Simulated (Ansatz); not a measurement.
# Zn3H8O3: the cost of one run

Method: DFT PBE, scalar-relativistic, plane waves, PAW, in Ansatz 0.2.0.

1 further run of the same task is left out (set aside as unsound or not needed).

### Step 1. The starting structure

The structure is hexagonal, space group P6_3mc (No. 186). The conventional cell has a = 3.279 Å, b = 3.279 Å, c = 5.293 Å, α = 90.00°, β = 90.00°, γ = 120.00°. Around Zn (site symmetry 3m) lie 4 O at 2.00 to 2.01 Å. Around O (site symmetry 3m) lie 4 Zn at 2.00 to 2.01 Å.

As a file:

```xyz
4
Lattice="3.2795 0.0000 0.0000 -1.6397 2.8401 0.0000 0.0000 0.0000 5.2933" Properties=species:S:1:pos:R:3 pbc="T T T"
Zn    0.0000    1.8934    2.6465
Zn    1.6397    0.9467   -0.0002
O     1.6397    0.9467    2.0064
O     0.0000    1.8934    4.6530
```

It is the result of an earlier relaxation at this level (volume 12.33 Å³/atom; gap on the mesh: 0.74 eV).

### Step 2. Next: the [001] wire, 12 host atoms a period with H caps

The wire is cut from the relaxed crystal, periodic along c with vacuum across. Atoms and period relax; energies count from the bulk, -1943.4233 eV an atom. Each H cap counts from half an H2 molecule (-15.872 eV in a separate run).

The cell holds 6 Zn, 6 O, 16 H: a = 16.500 Å, b = 15.500 Å, c = 5.293 Å, α = 90.00°, β = 90.00°, γ = 90.00°.

### Step 3. Relaxing it

Pressure and volume refer to the whole cell with its vacuum; only the period along c may change.

input.yaml reads:

```yaml
crystal:
  lattice:
    - [16.5, 0.0, 0.0]
    - [0.0, 15.5, 0.0]
    - [0.0, 0.0, 5.2933196408]
  atoms:
    - { symbol: Zn, position: [0.4503106609, 0.3473049906, 0.4999697864] }
    - { symbol: Zn, position: [0.3509319828, 0.5305390019, 0.4999697864] }
    - { symbol: Zn, position: [0.5496893391, 0.5305390019, 0.4999697864] }
    - { symbol: Zn, position: [0.4503106609, 0.4694609981, 0.9999697864] }
    - { symbol: Zn, position: [0.6490680172, 0.4694609981, 0.9999697864] }
    - { symbol: Zn, position: [0.5496893391, 0.6526950094, 0.9999697864] }
    - { symbol: O, position: [0.4503106609, 0.4694609981, 0.3790402136] }
    - { symbol: O, position: [0.6490680172, 0.4694609981, 0.3790402136] }
    - { symbol: O, position: [0.5496893391, 0.6526950094, 0.3790402136] }
    - { symbol: O, position: [0.4503106609, 0.3473049906, 0.8790402136] }
    - { symbol: O, position: [0.3509319828, 0.5305390019, 0.8790402136] }
    - { symbol: O, position: [0.5496893391, 0.5305390019, 0.8790402136] }
    - { symbol: H, position: [0.3732419235, 0.2999386468, 0.4061882061] }
    - { symbol: H, position: [0.5273793983, 0.2999386468, 0.4061882061] }
    - { symbol: H, position: [0.2738632454, 0.4831726581, 0.4061882061] }
    - { symbol: H, position: [0.3509319828, 0.6252716895, 0.4061882061] }
    - { symbol: H, position: [0.6490680172, 0.3747283105, 0.9061882061] }
    - { symbol: H, position: [0.7261367546, 0.5168273419, 0.9061882061] }
    - { symbol: H, position: [0.4726206017, 0.7000613532, 0.9061882061] }
    - { symbol: H, position: [0.6267580765, 0.7000613532, 0.9061882061] }
    - { symbol: H, position: [0.6490680172, 0.4101766711, 0.4377293316] }
    - { symbol: H, position: [0.6972981303, 0.4991031616, 0.4377293316] }
    - { symbol: H, position: [0.501459226, 0.682337173, 0.4377293316] }
    - { symbol: H, position: [0.5979194521, 0.682337173, 0.4377293316] }
    - { symbol: H, position: [0.4020805479, 0.317662827, 0.9377293316] }
    - { symbol: H, position: [0.498540774, 0.317662827, 0.9377293316] }
    - { symbol: H, position: [0.3027018697, 0.5008968384, 0.9377293316] }
    - { symbol: H, position: [0.3509319828, 0.5898233289, 0.9377293316] }
basis:
  ecutwfc: 420
kpoints:
  mp_grid: { grid: [1, 1, 6] }
hamiltonian:
  xc: pbe
scf:
  occupations: { method: gaussian, width: 0.05 }
output:
  forces: true
  stress: true
  eigenvalues: true
  populations: true
  write_density: true
  write_potential: true
  elf: true
  volumetric_format: npy
relax:
  adjacent_minimum: "off"
  f_tol: 0.02
  max_steps: 45
  cell: { fix: [a, b, alpha, beta, gamma], stress_tol: 0.03 }
```

Run with:

```sh
ansatz run input.yaml --threads 4 --pin off --max-ram 12288MiB --backend cpu --events-out ev --progress --plain --runs-dir out
```

What time and memory should one allow on 4 threads of Arm Neoverse V1, shared host?

About 18 min, with a peak of 2.2 GiB.
